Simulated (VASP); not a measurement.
Runs of VASP 6.6.1 on RbBr. The structure is cubic, space group Fm-3m (No. 225). Conventional cell: a = 6.854 Å, b = 6.854 Å, c = 6.854 Å, α = 90.00°, β = 90.00°, γ = 90.00°. Rb (site symmetry m-3m) is surrounded by 6 Br at 3.43 Å. Br (site symmetry m-3m) has 6 Rb at 3.43 Å as nearest neighbours. 

```tsv
task	cell	gap on the mesh (eV)	pressure (GPa)
relaxation of the atoms	atoms relaxed from: a relaxed cell with its volume scaled by 0.98	4.37	0.3
relaxation of the atoms	atoms relaxed from: a relaxed cell with its volume scaled by 1.06	(b)	-0.7
relaxation of cell and atoms	relaxed	4.32	0.0
relaxation of the atoms	atoms relaxed from: a relaxed cell with its volume scaled by 1.02	4.27	-0.3
relaxation of the atoms	atoms relaxed from: a relaxed cell with its volume scaled by 0.94	(a)	1.0
```

Alike in all rows: level PBE+D3(BJ); potentials or basis VASP PAW PBE potentials, release 64 (Rb_sv, Br); no spin polarisation; k mesh 8 × 8 × 8; cutoff (eV) 600; smearing gaussian 0.03 eV.

**Question.** Fill in the values left out.

**Answer.** (a) 4.48; (b) 4.18.

Caveats: the relaxation stopped at its first step, so nothing moved (some runs).

A k mesh can miss the band edges, and the runs leave out spin-orbit coupling on Br, Rb.
